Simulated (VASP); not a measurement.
Here is a VASP 6.6.1 calculation.

INCAR

```
SYSTEM = TiO2
ALGO = Normal
EDIFF = 1E-7
EDIFFG = -0.01
ENCUT = 600
GGA = PE
IBRION = 2
ISIF = 3
ISMEAR = -1
LASPH = .True.
LCHARG = .False.
LREAL = .False.
LWAVE = .False.
NELM = 100
NSW = 60
PREC = Accurate
PSTRESS = 50
SIGMA = 0.05
```

File KPOINTS:

```
k-points
0
Gamma
  5 5 5
  0 0 0
```

Contents of POSCAR:

```
TiO2
1.0
    4.8126997814      0.0000000000      0.0000000000
    0.0000000000      4.8718844600      0.0000000000
   -0.8628854487      0.0000000000      4.9665942755
Ti O
4 8
Direct
    0.2774352600      0.0528083600      0.2131482700
    0.7225647400      0.5528083600      0.2868517300
    0.7225647400      0.9471916400      0.7868517300
    0.2774352600      0.4471916400      0.7131482700
    0.0638382200      0.1769655200      0.8515567400
    0.9361617800      0.6769655200      0.6484432600
    0.9361617800      0.8230344800      0.1484432600
    0.0638382200      0.3230344800      0.3515567400
    0.4453609900      0.7576317400      0.4667718600
    0.5546390100      0.2576317400      0.0332281400
    0.5546390100      0.2423682600      0.5332281400
    0.4453609900      0.7423682600      0.9667718600
```

Potentials or basis: VASP PAW PBE potentials, release 64 (Ti_sv, O).

The run is started by

```bash
$ cat potpaw_PBE.64/Ti_sv/POTCAR potpaw_PBE.64/O/POTCAR > POTCAR
$ mpirun -np 1 vasp_std > vasp.out
```

(1) Estimate the space group after relaxing (to 0.05 Å).

(2) Estimate the band gap on the k mesh.

(3) Estimate the relaxed cell.

Answers

(1) P2_1/c (No. 14).

(2) 2.28 eV, indirect (least direct gap 2.32 eV).

(3) a = 4.798 Å, b = 4.879 Å, c = 5.025 Å, α = 90.00°, β = 99.81°, γ = 90.00°.

Caveat: the cell is relaxed towards a set pressure, so the enthalpy falls and the energy may rise; an odd mesh through Γ misses points on the zone boundary, where band edges often lie.
